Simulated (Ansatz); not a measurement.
# Ti: a surface, (0001), 1 layers

Aim: cut a slab of Ti (0001), 1 layers from the relaxed bulk, relax it, and get surface energy and work function. Methods of the runs shown: LAPW. Companion runs by PAW are cited. Its runs: bulk in the slab's orientation (LAPW); the reference run (LAPW); no images along the normal (LAPW); field of 0.2 V/Å along the normal (LAPW).

Program: Ansatz 0.2.0. Level of theory: DFT, PBE, all-electron LAPW, scalar-relativistic. These are calculated values, not measurements.

## Step 1: The starting structure

It takes space group P6_3/mmc (No. 194, hexagonal). The conventional cell has a = 2.940 Å, b = 2.940 Å, c = 4.648 Å, α = 90.00°, β = 90.00°, γ = 120.00°. Around Ti (site symmetry -6m2) lie 12 Ti at 2.88 to 2.94 Å.

Structure file:

```
Ti
1.0
     1.46997   -2.54607    0.00000
     1.46997    2.54607    0.00000
     0.00000    0.00000    4.64787
Ti
2
Direct
  0.66667 0.33333 0.25000
  0.33333 0.66667 0.75000
```

Atoms are numbered in the order of the input: Ti1, Ti2.

## Step 2: Bulk in the slab's orientation, LAPW

Contents of input.yaml:

```yaml
crystal:
  lattice:
    - [1.4699736186, -2.5460689932, 0.0]
    - [1.4699736186, 2.5460689933, 0.0]
    - [0.0, 0.0, 4.6478695191]
  atoms:
    - { symbol: Ti, position: [0.666666667, 0.333333333, 0.25] }
    - { symbol: Ti, position: [0.333333333, 0.666666667, 0.75] }
kpoints:
  mp_grid: { grid: [13, 13, 7] }
scf:
  occupations: { method: fermi_dirac, width: 0.05 }
hamiltonian:
  xc: pbe
  pseudopotentials: { kind: all_electron, lapw: { basis_error: 0.001 } }
output:
  forces: true
  stress: true
  eigenvalues: true
```

Launch:

```sh
ansatz run input.yaml --threads 1 --pin off --max-ram 3584MiB --backend cpu --events-out ev --progress --plain --runs-dir out
```

## Step 4: Slab as cut, LAPW

Contents of input.yaml:

```yaml
crystal:
  lattice:
    - [2.9399472372, 0.0, 0.0]
    - [-1.4699736186, 2.5460689932, 0.0]
    - [0.0, 0.0, 16.0]
  atoms:
    - { symbol: Ti, position: [0.0, 0.0, 0.5] }
kpoints:
  mp_grid: { grid: [13, 13, 1] }
scf:
  occupations: { method: fermi_dirac, width: 0.05 }
hamiltonian:
  xc: pbe
  pseudopotentials: { kind: all_electron, lapw: { basis_error: 0.001 } }
output:
  forces: true
  stress: true
  eigenvalues: true
  populations: true
  dos: { projected: true, de: 0.2, e_range: [-14, 8] }
efield:
  axis: 3
  amplitude: 0
  dipole_correction: true
```

## Step 5: No images along the normal, LAPW

Edit input.yaml of step 4 so:

```diff
@@ -7,2 +7,3 @@
     - { symbol: Ti, position: [0.0, 0.0, 0.5] }
+  periodic: [true, true, false]
 kpoints:
@@ -18,7 +19 @@
   eigenvalues: true
-  populations: true
-  dos: { projected: true, de: 0.2, e_range: [-14, 8] }
-efield:
-  axis: 3
-  amplitude: 0
-  dipole_correction: true
```

## Step 6: Field of 0.2 V/Å along the normal, LAPW

Edit input.yaml of step 5 so:

```diff
@@ -7,3 +7,2 @@
     - { symbol: Ti, position: [0.0, 0.0, 0.5] }
-  periodic: [true, true, false]
 kpoints:
@@ -19 +18,5 @@
   eigenvalues: true
+efield:
+  axis: 3
+  amplitude: 0.2
+  dipole_correction: true
```

(Steps that only read results are left out.)

Before running it: what results should come out? Wanted: surface energy; work function (for each run or level that gives them).

As calculated:

```
                  quantity      value
surface energy (LAPW, cut)  2.26 J/m²
 work function (LAPW, cut)    4.08 eV
 surface energy (PAW, cut)  2.26 J/m²
  work function (PAW, cut)    4.08 eV
```

**Reading.** The field of 0.2 V/Å along the normal induces a dipole of 0.040 e·Å per cell (LAPW). The field of 0.2 V/Å along the normal induces a dipole of 0.040 e·Å per cell (PAW). Thickness wasn't converged, and no reconstruction was sought.
